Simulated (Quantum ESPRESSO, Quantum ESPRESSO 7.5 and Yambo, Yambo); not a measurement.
# A GW chain in Yambo: SiC (P6_3mc)

How does a plane-wave GW calculation on SiC (P6_3mc) run from the first input to the gap?

Program: Quantum ESPRESSO 7.5 and Yambo 5.3.0. Level of theory: PBE and many-body steps on it, plane waves. Results are calculated unless marked as measured.

**The experiments to reproduce.**

- Gap 3.285 eV: band gap at low temperature, quoted from earlier experiments; bulk crystal (quoted in “Excitation properties of the divacancy in 4H-SiC”, 2018, arxiv:1804.01167).

- Gap 3.26 eV: band gap of pure 4H-SiC, stated as experimental; bulk crystal (pure 4H-SiC, measurement details not given) (quoted in “IBIL Measurement and Optical Simulation of the DI Center in 4H-SiC”, 2023, pmc:10096426).

- Gap 3.2 eV: experimental band gap quoted from earlier work; bulk crystal (quoted in “Local vibrational modes of Si vacancy spin qubits in SiC”, 2020, arxiv:2002.00067).

### 1. The starting structure

The structure is hexagonal, space group P6_3mc (No. 186). The conventional cell has a = 3.076 Å, b = 3.076 Å, c = 10.071 Å, α = 90.00°, β = 90.00°, γ = 120.00°. Nearest to Si lie 4 C at 1.88 to 1.89 Å. Si has 4 C at 1.88 to 1.89 Å nearest. C has 4 Si at 1.88 to 1.89 Å nearest. Nearest to C lie 4 Si at 1.88 to 1.89 Å. Farther neighbours are not listed.

The cell and positions are those that the Materials Project relaxed with its own functionals (PBE, PBE+U or r2SCAN), kept fixed.

### 2. Ground state

This step: Quantum ESPRESSO 7.5; DFT, PBE, plane waves, norm-conserving pseudopotentials.

The ground-state density comes first.

Input file pw.in:

```
&control
  calculation = 'scf'
  prefix = 'x'
  outdir = 'o'
  pseudo_dir = 'pseudo'
/
&system
  ibrav = 0
  nat = 8
  ntyp = 2
  ecutwfc = 74.0
  nbnd = 24
  force_symmorphic = .true.
/
&electrons
  conv_thr = 1e-10
  electron_maxstep = 80
  mixing_beta = 0.5
/
ATOMIC_SPECIES
  Si 28.085 Si.upf
  C 12.011 C.upf
CELL_PARAMETERS angstrom
  3.0756941497 -0.0000000000 0.0000000000
  -1.5378470748 2.6636292679 0.0000000000
  0.0000000000 0.0000000000 10.0706464800
ATOMIC_POSITIONS crystal
  Si 0.6666666667 0.3333333333 0.9378419800
  Si 0.3333333333 0.6666666667 0.4378419800
  Si 0.0000000000 0.0000000000 0.6878943800
  Si 0.0000000000 0.0000000000 0.1878943800
  C 0.6666666667 0.3333333333 0.7498025900
  C 0.3333333333 0.6666666667 0.2498025900
  C 0.0000000000 0.0000000000 0.5004600500
  C 0.0000000000 0.0000000000 0.0004600500
K_POINTS automatic
  6 6 2 0 0 0
```

Command:

```
$ OMP_NUM_THREADS=1 mpirun -n 4 pw.x -nk 4 -in pw.in > pw.out
```

What it wrote:

```text
Program PWSCF v.7.5 starts

     This program is part of the open-source Quantum ESPRESSO suite
     for quantum simulation of materials; please cite
         "P. Giannozzi et al., J. Phys.:Condens. Matter 21 395502 (2009);
         "P. Giannozzi et al., J. Phys.:Condens. Matter 29 465901 (2017);
         "P. Giannozzi et al., J. Chem. Phys. 152 154105 (2020);
     in publications or presentations arising from this work. More details at
     Message from routine setup:
     using ibrav=0 with symmetry is DISCOURAGED, use correct ibrav instead

     G-vector sticks info

     bravais-lattice index     =            0
     lattice parameter (alat)  =       5.8122  a.u.
     unit-cell volume          =     556.7637 (a.u.)^3
     number of atoms/cell      =            8
     number of atomic types    =            2
     number of electrons       =        32.00
     number of Kohn-Sham states=           24
     kinetic-energy cutoff     =      74.0000  Ry
     charge density cutoff     =     296.0000  Ry
     scf convergence threshold =      1.0E-10
     mixing beta               =       0.5000
     number of iterations used =            8  plain     mixing
     Exchange-correlation= PBE
                           (   1   4   3   4   0   0   0)

     celldm(1)=   5.812220  celldm(2)=   0.000000  celldm(3)=   0.000000
     celldm(4)=   0.000000  celldm(5)=   0.000000  celldm(6)=   0.000000

     crystal axes: (cart. coord. in units of alat)
               a(1) = (   1.000000  -0.000000   0.000000 )
               a(2) = (  -0.500000   0.866025   0.000000 )
               a(3) = (   0.000000   0.000000   3.274268 )

     reciprocal axes: (cart. coord. in units 2 pi/alat)
               b(1) = (  1.000000  0.577350 -0.000000 )
               b(2) = (  0.000000  1.154701 -0.000000 )
               b(3) = ( -0.000000 -0.000000  0.305412 )
     Pseudo is Norm-conserving + core correction, Zval =  4.0
     Generated using ONCVPSP code by D. R. Hamann
     Using radial grid of 1510 points,  6 beta functions with:
     Pseudo is Norm-conserving + core correction, Zval =  4.0
     Generated using ONCVPSP code by D. R. Hamann
     Using radial grid of 1248 points,  4 beta functions with:
     Si                4.00    28.08500     Si( 1.00)
     C                 4.00    12.01100     C ( 1.00)

      6 Sym. Ops. (no inversion) found

   Cartesian axes

     site n.     atom                  positions (alat units)
         1        Si     tau(   1) = (   0.5000000   0.2886751   3.0707458  )
         2        Si     tau(   2) = (  -0.0000000   0.5773503   1.4336119  )
         3        Si     tau(   3) = (   0.0000000   0.0000000   2.2523505  )
         4        Si     tau(   4) = (   0.0000000   0.0000000   0.6152165  )
         5        C      tau(   5) = (   0.5000000   0.2886751   2.4550545  )
         6        C      tau(   6) = (  -0.0000000   0.5773503   0.8179206  )
         7        C      tau(   7) = (   0.0000000   0.0000000   1.6386403  )
         8        C      tau(   8) = (   0.0000000   0.0000000   0.0015063  )

     number of k points=    14
                       cart. coord. in units 2pi/alat
        k(    1) = (   0.0000000   0.0000000   0.0000000), wk =   0.0277778
        k(    2) = (   0.0000000   0.0000000  -0.1527059), wk =   0.0277778
        k(    3) = (   0.0000000   0.1924501   0.0000000), wk =   0.1666667
        k(    4) = (   0.0000000   0.1924501  -0.1527059), wk =   0.1666667
        k(    5) = (   0.0000000   0.3849002   0.0000000), wk =   0.1666667
        k(    6) = (   0.0000000   0.3849002  -0.1527059), wk =   0.1666667
        k(    7) = (   0.0000000  -0.5773503   0.0000000), wk =   0.0833333
        k(    8) = (   0.0000000  -0.5773503  -0.1527059), wk =   0.0833333
        k(    9) = (   0.1666667   0.2886751   0.0000000), wk =   0.1666667
        k(   10) = (   0.1666667   0.2886751  -0.1527059), wk =   0.1666667
        k(   11) = (   0.1666667   0.4811252   0.0000000), wk =   0.3333333
        k(   12) = (   0.1666667   0.4811252  -0.1527059), wk =   0.3333333
        k(   13) = (   0.3333333   0.5773503   0.0000000), wk =   0.0555556
        k(   14) = (   0.3333333   0.5773503  -0.1527059), wk =   0.0555556

     Dense  grid:    47781 G-vectors     FFT dimensions: (  32,  32, 108)

     Initial potential from superposition of free atoms

     starting charge      31.9974, renormalised to      32.0000
     Starting wfcs are   32 randomized atomic wfcs

     per-process dynamical memory:    44.0 Mb

     Self-consistent Calculation

     iteration #  1     ecut=    74.00 Ry     beta= 0.50

     total energy              =     -81.73755223 Ry
     estimated scf accuracy    <       1.73497666 Ry

     iteration #  2     ecut=    74.00 Ry     beta= 0.50

     total energy              =     -82.15226645 Ry
     estimated scf accuracy    <       0.07190896 Ry

     iteration #  3     ecut=    74.00 Ry     beta= 0.50

     total energy              =     -82.15527948 Ry
     estimated scf accuracy    <       0.01468537 Ry

     iteration #  4     ecut=    74.00 Ry     beta= 0.50

     total energy              =     -82.15706115 Ry
     estimated scf accuracy    <       0.00520743 Ry

     iteration #  5     ecut=    74.00 Ry     beta= 0.50

     total energy              =     -82.15746158 Ry
     estimated scf accuracy    <       0.00029696 Ry

     iteration #  6     ecut=    74.00 Ry     beta= 0.50

     total energy              =     -82.15765044 Ry
     estimated scf accuracy    <       0.00016914 Ry

     iteration #  7     ecut=    74.00 Ry     beta= 0.50

     total energy              =     -82.15761648 Ry
     estimated scf accuracy    <       0.00007073 Ry

     iteration #  8     ecut=    74.00 Ry     beta= 0.50

     total energy              =     -82.15763615 Ry
     estimated scf accuracy    <       0.00000197 Ry

     iteration #  9     ecut=    74.00 Ry     beta= 0.50

     total energy              =     -82.15763593 Ry
     estimated scf accuracy    <       0.00000086 Ry

     iteration # 10     ecut=    74.00 Ry     beta= 0.50

     total energy              =     -82.15763607 Ry
     estimated scf accuracy    <       0.00000004 Ry

     iteration # 11     ecut=    74.00 Ry     beta= 0.50

     total energy              =     -82.15763606 Ry
     estimated scf accuracy    <       0.00000003 Ry

     iteration # 12     ecut=    74.00 Ry     beta= 0.50

     total energy              =     -82.15763607 Ry
     estimated scf accuracy    <          3.1E-09 Ry

     iteration # 13     ecut=    74.00 Ry     beta= 0.50

     total energy              =     -82.15763607 Ry
     estimated scf accuracy    <          6.0E-10 Ry

     iteration # 14     ecut=    74.00 Ry     beta= 0.50

     End of self-consistent calculation

          k = 0.0000 0.0000 0.0000 (  5975 PWs)   bands (ev):

    -5.9065  -4.7274  -4.6903  -2.3298   0.9692   5.2136   5.2542   8.4176
     8.4176   8.8798   8.8798   9.0221   9.0221   9.5541   9.6070   9.6070
    14.7181  15.2976  15.9184  15.9433  16.6000  16.6000  16.6246  17.0213

          k = 0.0000 0.0000-0.1527 (  5896 PWs)   bands (ev):

    -5.6014  -5.6014  -3.3509  -3.3509   2.4825   2.4825   8.0588   8.0588
     8.5617   8.5617   8.5618   8.5618   9.4003   9.4003   9.4003   9.4003
    14.9266  14.9266  16.3900  16.3900  16.6895  16.6895  16.6895  16.6895

          k = 0.0000 0.1925 0.0000 (  5970 PWs)   bands (ev):

    -5.4260  -4.2640  -4.2245  -1.9306   1.4042   5.2303   5.2968   6.3075
     7.1679   7.3173   7.6842   8.0758   8.3790   8.4405   9.2205   9.3602
    14.3922  15.0788  15.3568  16.4259  16.7646  17.0710  17.2053  17.3011

          k = 0.0000 0.1925-0.1527 (  5966 PWs)   bands (ev):

     [... further k-points ...]

     highest occupied, lowest unoccupied level (ev):     9.6070   11.8350

!    total energy              =     -82.15763607 Ry
     estimated scf accuracy    <          9.2E-11 Ry

     The total energy is the sum of the following terms:
     one-electron contribution =      22.45812901 Ry
     hartree contribution      =       9.39351775 Ry
     xc contribution           =     -30.25601132 Ry
     ewald contribution        =     -83.75327150 Ry

     convergence has been achieved in  14 iterations

     XML data file, charge density, pseudopotentials, collected wavefunctions

=------------------------------------------------------------------------------=
   JOB DONE.
=------------------------------------------------------------------------------=
```

It took 11 s on 4 MPI ranks of Arm Neoverse V2, shared host; peak memory 0.36 GiB.

This step gave:

| Item | Value |
| --- | --- |
| total energy | -1117.8116 eV |
| gap | 2.228 eV |
| k of the valence top | 0, 0, 0 |
| k of the conduction bottom | 0, -0.5, 0 |
| least direct gap | 3.353 eV |

The gap is indirect, with the least direct gap 1.13 eV higher.

### 3. Bands along the symmetry lines

The cheap functional maps the bands first; the places of the edges decide which points the dearer methods must see.

Input file pw.in:

```
&control
  calculation = 'bands'
  prefix = 'x'
  outdir = 'o'
  pseudo_dir = 'pseudo'
/
&system
  ibrav = 0
  nat = 8
  ntyp = 2
  ecutwfc = 74.0
  nbnd = 22
  force_symmorphic = .true.
/
&electrons
  conv_thr = 1e-9
  electron_maxstep = 80
  diago_full_acc = .true.
  diago_thr_init = 5e-6
/
ATOMIC_SPECIES
  Si 28.085 Si.upf
  C 12.011 C.upf
CELL_PARAMETERS angstrom
  3.0756941497 -0.0000000000 0.0000000000
  -1.5378470748 2.6636292679 0.0000000000
  0.0000000000 0.0000000000 10.0706464800
ATOMIC_POSITIONS crystal
  Si 0.6666666667 0.3333333333 0.9378419800
  Si 0.3333333333 0.6666666667 0.4378419800
  Si 0.0000000000 0.0000000000 0.6878943800
  Si 0.0000000000 0.0000000000 0.1878943800
  C 0.6666666667 0.3333333333 0.7498025900
  C 0.3333333333 0.6666666667 0.2498025900
  C 0.0000000000 0.0000000000 0.5004600500
  C 0.0000000000 0.0000000000 0.0004600500
K_POINTS crystal
  75
  0.00000000 0.00000000 0.00000000 1
  0.06250000 0.00000000 0.00000000 1
  0.12500000 0.00000000 0.00000000 1
  0.18750000 0.00000000 0.00000000 1
  0.25000000 0.00000000 0.00000000 1
  0.31250000 0.00000000 0.00000000 1
  0.37500000 0.00000000 0.00000000 1
  0.43750000 0.00000000 0.00000000 1
  0.50000000 0.00000000 0.00000000 1
  0.47916667 0.04166667 0.00000000 1
  0.45833333 0.08333333 0.00000000 1
  0.43750000 0.12500000 0.00000000 1
  0.41666666 0.16666666 0.00000000 1
  0.39583333 0.20833333 0.00000000 1
  0.37500000 0.25000000 0.00000000 1
  0.35416666 0.29166666 0.00000000 1
  0.33333333 0.33333333 0.00000000 1
  0.29166666 0.29166666 0.00000000 1
  0.25000000 0.25000000 0.00000000 1
  0.20833333 0.20833333 0.00000000 1
  0.16666666 0.16666666 0.00000000 1
  0.12500000 0.12500000 0.00000000 1
  0.08333333 0.08333333 0.00000000 1
  0.04166667 0.04166667 0.00000000 1
  0.00000000 0.00000000 0.00000000 1
  0.00000000 0.00000000 0.06250000 1
  0.00000000 0.00000000 0.12500000 1
  0.00000000 0.00000000 0.18750000 1
  0.00000000 0.00000000 0.25000000 1
  0.00000000 0.00000000 0.31250000 1
  0.00000000 0.00000000 0.37500000 1
  0.00000000 0.00000000 0.43750000 1
  0.00000000 0.00000000 0.50000000 1
  0.06250000 0.00000000 0.50000000 1
  0.12500000 0.00000000 0.50000000 1
  0.18750000 0.00000000 0.50000000 1
  0.25000000 0.00000000 0.50000000 1
  0.31250000 0.00000000 0.50000000 1
  0.37500000 0.00000000 0.50000000 1
  0.43750000 0.00000000 0.50000000 1
  0.50000000 0.00000000 0.50000000 1
  0.47916667 0.04166667 0.50000000 1
  0.45833333 0.08333333 0.50000000 1
  0.43750000 0.12500000 0.50000000 1
  0.41666666 0.16666666 0.50000000 1
  0.39583333 0.20833333 0.50000000 1
  0.37500000 0.25000000 0.50000000 1
  0.35416666 0.29166666 0.50000000 1
  0.33333333 0.33333333 0.50000000 1
  0.29166666 0.29166666 0.50000000 1
  0.25000000 0.25000000 0.50000000 1
  0.20833333 0.20833333 0.50000000 1
  0.16666666 0.16666666 0.50000000 1
  0.12500000 0.12500000 0.50000000 1
  0.08333333 0.08333333 0.50000000 1
  0.04166667 0.04166667 0.50000000 1
  0.00000000 0.00000000 0.50000000 1
  0.50000000 0.00000000 0.50000000 1
  0.50000000 0.00000000 0.43750000 1
  0.50000000 0.00000000 0.37500000 1
  0.50000000 0.00000000 0.31250000 1
  0.50000000 0.00000000 0.25000000 1
  0.50000000 0.00000000 0.18750000 1
  0.50000000 0.00000000 0.12500000 1
  0.50000000 0.00000000 0.06250000 1
  0.50000000 0.00000000 0.00000000 1
  0.33333333 0.33333333 0.50000000 1
  0.33333333 0.33333333 0.43750000 1
  0.33333333 0.33333333 0.37500000 1
  0.33333333 0.33333333 0.31250000 1
  0.33333333 0.33333333 0.25000000 1
  0.33333333 0.33333333 0.18750000 1
  0.33333333 0.33333333 0.12500000 1
  0.33333333 0.33333333 0.06250000 1
  0.33333333 0.33333333 0.00000000 1
```

What it wrote:

```text
[banner, memory and clock lines left out]
Program PWSCF v.7.5 starts

     Atomic positions and unit cell read from directory:
     o/x.save/

     Message from routine setup:
     using ibrav=0 with symmetry is DISCOURAGED, use correct ibrav instead

     G-vector sticks info

     bravais-lattice index     =            0
     lattice parameter (alat)  =       5.8122  a.u.
     unit-cell volume          =     556.7637 (a.u.)^3
     number of atoms/cell      =            8
     number of atomic types    =            2
     number of electrons       =        32.00
     number of Kohn-Sham states=           22
     kinetic-energy cutoff     =      74.0000  Ry
     charge density cutoff     =     296.0000  Ry
     Exchange-correlation= PBE
                           (   1   4   3   4   0   0   0)

     celldm(1)=   5.812220  celldm(2)=   0.000000  celldm(3)=   0.000000
     celldm(4)=   0.000000  celldm(5)=   0.000000  celldm(6)=   0.000000

     crystal axes: (cart. coord. in units of alat)
               a(1) = (   1.000000  -0.000000   0.000000 )
               a(2) = (  -0.500000   0.866025   0.000000 )
               a(3) = (   0.000000   0.000000   3.274268 )

     reciprocal axes: (cart. coord. in units 2 pi/alat)
               b(1) = (  1.000000  0.577350 -0.000000 )
               b(2) = (  0.000000  1.154701 -0.000000 )
               b(3) = ( -0.000000 -0.000000  0.305412 )
     Pseudo is Norm-conserving + core correction, Zval =  4.0
     Generated using ONCVPSP code by D. R. Hamann
     Using radial grid of 1510 points,  6 beta functions with:
     Pseudo is Norm-conserving + core correction, Zval =  4.0
     Generated using ONCVPSP code by D. R. Hamann
     Using radial grid of 1248 points,  4 beta functions with:
     Si                4.00    28.08500     Si( 1.00)
     C                 4.00    12.01100     C ( 1.00)

      6 Sym. Ops. (no inversion) found

   Cartesian axes

     site n.     atom                  positions (alat units)
         1        Si     tau(   1) = (   0.5000000   0.2886751   3.0707458  )
         2        Si     tau(   2) = (  -0.0000000   0.5773503   1.4336119  )
         3        Si     tau(   3) = (   0.0000000   0.0000000   2.2523505  )
         4        Si     tau(   4) = (   0.0000000   0.0000000   0.6152165  )
         5        C      tau(   5) = (   0.5000000   0.2886751   2.4550545  )
         6        C      tau(   6) = (  -0.0000000   0.5773503   0.8179206  )
         7        C      tau(   7) = (   0.0000000   0.0000000   1.6386403  )
         8        C      tau(   8) = (   0.0000000   0.0000000   0.0015063  )

     number of k points=    75
                       cart. coord. in units 2pi/alat
        k(    1) = (   0.0000000   0.0000000   0.0000000), wk =   0.0266667
        k(    2) = (   0.0625000   0.0360844   0.0000000), wk =   0.0266667
        k(    3) = (   0.1250000   0.0721688   0.0000000), wk =   0.0266667
[...]
[... 63 further rows ...]
        k(   74) = (   0.3333333   0.5773503   0.0190882), wk =   0.0266667
        k(   75) = (   0.3333333   0.5773503   0.0000000), wk =   0.0266667

     Dense  grid:    47781 G-vectors     FFT dimensions: (  32,  32, 108)

     The potential is recalculated from file :
     o/x.save/charge-density

     Starting wfcs are   32 randomized atomic wfcs

     Band Structure Calculation

     End of band structure calculation

          k = 0.0000 0.0000 0.0000 (  5975 PWs)   bands (ev):

    -5.9065  -4.7273  -4.6903  -2.3297   0.9692   5.2137   5.2542   8.4176
     8.4176   8.8798   8.8798   9.0222   9.0222   9.5542   9.6071   9.6071
    14.7181  15.2976  15.9184  15.9434  16.6001  16.6001

          k = 0.0625 0.0361 0.0000 (  5951 PWs)   bands (ev):

    -5.8385  -4.6615  -4.6242  -2.2721   1.0319   5.2367   5.2784   8.0142
[...]
14.9601  15.5146  15.9334  16.0470  16.4558  16.5661

          k = 0.1250 0.0722 0.0000 (  5952 PWs)   bands (ev):

[...]
14.8744  15.5374  15.6319  16.3074  16.5596  16.8568

[...]
k = 0.3333 0.5774 0.0191 (  6009 PWs)   bands (ev):

[...]
13.5457  13.5457  14.8309  15.2601  15.2601  18.4598

          k = 0.3333 0.5774 0.0000 (  6012 PWs)   bands (ev):

    -1.4310  -1.2200  -1.2200  -1.1344   1.9196   2.3206   2.3206   3.4054
     3.4054   3.4306   5.2216   5.2216   5.6050   6.7305   6.7305   7.9314
    13.5862  13.5862  14.8027  15.2083  15.2083  18.5501

     XML data file, pseudopotentials, collected wavefunctions
```

Run time: 15 s. Hardware: 4 MPI ranks; peak memory 0.3 GiB; 59 s of CPU time.

Numbers from this step:

```
gap                        : 2.228 eV
k of the valence top       : 0, 0, 0
k of the conduction bottom : 0.5, 0, 0
least direct gap           : 3.353 eV
```

The gap is 2.228 eV, as in the run before at this level.

The electronic bands at the labelled points (eV, zero at the top of the highest filled band):

```csv
point,band 13,band 14,band 15,band 16,band 17,band 18,band 19,band 20
Γ,-0.58,-0.05,0.00,0.00,5.11,5.69,6.31,6.34
halfway,-1.67,-1.63,-0.83,-0.55,3.79,4.30,5.09,6.14
M,-2.37,-2.23,-1.58,-1.13,2.23,2.36,4.24,4.76
halfway,-3.20,-2.57,-1.93,-1.85,3.15,3.99,4.73,6.09
K,-4.00,-2.88,-2.88,-1.68,3.98,3.98,5.20,5.60
halfway,-2.51,-2.08,-1.56,-0.93,4.70,4.93,5.30,6.34
Γ,-0.58,-0.05,0.00,0.00,5.11,5.69,6.31,6.34
halfway,-0.41,-0.41,-0.06,-0.06,5.17,5.54,6.52,6.58
A,-0.21,-0.21,-0.21,-0.21,5.32,5.32,6.78,6.78
halfway,-1.28,-1.28,-0.92,-0.92,3.96,3.96,5.58,5.58
L,-2.51,-2.51,-1.56,-1.56,2.64,2.64,4.22,4.22
halfway,-3.23,-3.23,-2.04,-2.04,3.53,3.53,5.51,5.51
H,-2.76,-2.76,-2.46,-2.46,3.25,3.25,6.69,6.69
halfway,-2.15,-2.15,-1.04,-1.04,4.96,4.96,5.53,5.53
A,-0.21,-0.21,-0.21,-0.21,5.32,5.32,6.78,6.78
jump to L,-2.51,-2.51,-1.56,-1.56,2.64,2.64,4.22,4.22
halfway,-2.49,-1.97,-1.89,-1.24,2.47,2.47,4.03,4.79
M,-2.37,-2.23,-1.58,-1.13,2.23,2.36,4.24,4.76
jump to H,-2.76,-2.76,-2.46,-2.46,3.25,3.25,6.69,6.69
halfway,-3.58,-2.65,-2.65,-2.00,3.55,3.55,5.62,6.19
K,-4.00,-2.88,-2.88,-1.68,3.98,3.98,5.20,5.60
```

[end of part 1 of 3]

[Paths, hosts, dates, memory and timing lines, banners, echoed tables and standing remarks are left out of the program output.]

[Logs are printed without paths, hosts, clocks, repeated set-up lines and the standing remarks that a program may print on its own settings, such as how far it seeks lower states.]

[Runs of the session that timed out or met a known fault of the program may be left out.]

[Hosts, paths, dates, database ids (printed as entryN), source tags and the programs' standing remarks are cut or masked in the printed files.]
